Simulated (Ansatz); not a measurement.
Ca in several cubic structure types, each at its own equilibrium volume.

All numbers below come from PBE, plane waves, PAW datasets (generated hard set) in Ansatz.

Settings: cutoff 700 eV; no spin polarisation; Fermi–Dirac smearing of 0.0612 eV; k-meshes 18³ (bcc), 16³ (simple cubic).

(1) Rank the structures by energy per atom, lowest first.
A. bcc
B. simple cubic

(2) Give the equilibrium volume and bulk modulus of each.

## Answers

(1) A (0.0 meV/atom), B (381 meV/atom).

(2) 
```tsv
structure	V₀ (Å³/atom)	B₀ (GPa)
bcc	42.14	16.6
simple cubic	43.61	10.9
```

Only these cubic types are compared here; the real ground state can be another structure or magnetic.

Model structures, not the usual forms at ambient conditions (metastable or hypothetical): Ca (bcc type), Ca (simple cubic type). The k-mesh is modest, so these values aren't fully converged in k.
